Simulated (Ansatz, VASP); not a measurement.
**PbS: VASP beside Ansatz**

INCAR

```
  PREC = Accurate
  ENCUT = 520
  EDIFF = 1E-6
  ISMEAR = 0
  SIGMA = 0.1
  LREAL = F
  LASPH = T
  NELM = 100
  ALGO = Normal
  ISIF = 2
  LWAVE = F
  LCHARG = F
  GGA = PE
  IVDW = 12
  NBANDS = 17
```

Contents of KPOINTS:

```
Automatic mesh
0
Gamma
  6 6 6
```

Contents of POSCAR:

```
PbS
1.0
    3.6536590000      0.0000000000      0.0000000000
    0.0000000000      3.6536590000      0.0000000000
    0.0000000000      0.0000000000      3.6536590000
Pb S
1 1
Direct
    0.0000000000      0.0000000000      0.0000000000
    0.5000000000      0.5000000000      0.5000000000
```

Input for Ansatz:

```yaml
crystal:
  lattice:
    - [3.653659, 0.0, 0.0]
    - [0.0, 3.653659, 0.0]
    - [0.0, 0.0, 3.653659]
  atoms:
    - { symbol: Pb, position: [0.0, 0.0, 0.0] }
    - { symbol: S, position: [0.5, 0.5, 0.5] }
basis:
  ecutwfc: 420
kpoints:
  mp_grid: { grid: [6, 6, 6] }
hamiltonian:
  xc: pbe
  dispersion: d3bj
scf:
  occupations: { method: gaussian, width: 0.1 }
output:
  forces: true
  stress: true
  eigenvalues: true
```

Measurements of this composition are mostly on another form, of space group No. 225.

Alike in both runs: task single point; functional PBE; dispersion D3(BJ); k mesh 6 × 6 × 6; occupations gaussian, width 0.1 eV; no spin polarisation.

|  | VASP | Ansatz |
| --- | --- | --- |
| version | VASP 6.6.1 | Ansatz 0.2.0 |
| potentials or method | VASP PAW PBE potentials, release 64 (Pb_d, S) | scalar-relativistic, plane waves, PAW |
| plane-wave cutoff (eV) | 520 | 420 |
| valence electrons in the cell | 20 | 20 |

|  | VASP | Ansatz | Ansatz less VASP |
| --- | --- | --- | --- |
| gap on the k mesh at the Fermi level (eV) | none | none | - |
| pressure (GPa) | -2.4 | -2.3 | +0.08 |

A gap of «none» marks a metal or a gap that the smearing closes.

Caveats: pairwise dispersion overbinds metals, which lowers pressure and volume. The runs have no spin-orbit coupling, so splittings on Pb are missing.
